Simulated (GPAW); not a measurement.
Runs of GPAW 26.7.0 on TiO2. Symmetry: P4_2/mnm, No. 136, tetragonal system. Conventional cell: a = 4.600 Å, b = 4.600 Å, c = 2.959 Å, α = 90.00°, β = 90.00°, γ = 90.00°. Around Ti (site symmetry mmm) lie 6 O at 1.95 to 1.98 Å. O (site symmetry m2m) has 3 Ti at 1.95 to 1.98 Å as nearest neighbours. The cell is a database's computed one.

```tsv
task	level	potentials or basis	cell	optimizer	fmax	max steps	band path	band points	gap on the mesh (eV)	pressure (GPa)	relaxed volume (Å³/atom)	largest force (eV/Å)
relaxation of cell and atoms	BP86	PAW data sets generated in the run's folder for this functional, pw	relaxed	LBFGS	0.05 eV/Å	40	-	-	(c)	0.1	10.67	0.03
band structure	vdW-DF-cx	GPAW PAW data sets (gpaw-data 1.2.1), pw	as given	-	-	-	GXMGZRAZ,XR,MA	100	(b)	-	-	0.05
relaxation of cell and atoms	PBE+D4	GPAW PAW data sets (gpaw-data 1.2.1), pw	relaxed to -2 GPa	BFGS	0.01 eV/Å	60	-	-	1.86	-2.0	-	-
relaxation of cell and atoms	M06-L	GPAW PAW data sets (gpaw-data 1.2.1), pw	relaxed to -1 GPa	LBFGS	0.02 eV/Å	40	-	-	2.13	-1.1	-	0.01
band structure	OLYP	PAW data sets generated in the run's folder for this functional, pw	as given	-	-	-	GXMGZRAZ,XR,MA	60	1.90	(d)	-	(a)
relaxation of cell and atoms	OLYP+D3(BJ)	PAW data sets generated in the run's folder for this functional, pw	relaxed	FIRE	0.02 eV/Å	100	-	-	1.93	0.0	10.19	0.02
relaxation of cell and atoms	BLYP+D3	PAW data sets generated in the run's folder for this functional, pw	relaxed	FIRE	0.01 eV/Å	100	-	-	1.83	0.1	10.71	0.01
```

Alike in all rows: no spin polarisation; k mesh 4 × 4 × 6; cutoff (eV) 800; smearing fermi-dirac 0.05 eV.

Question: Estimate the missing entries.

Answer: (a) 0.06; (b) 1.85; (c) 1.84; (d) 7.1.

Caveats: later steps reuse the first step's grids (some runs); the PAW data sets were made with another functional, which shifts forces and pressure a little (some runs).

A k mesh can miss the band edges.
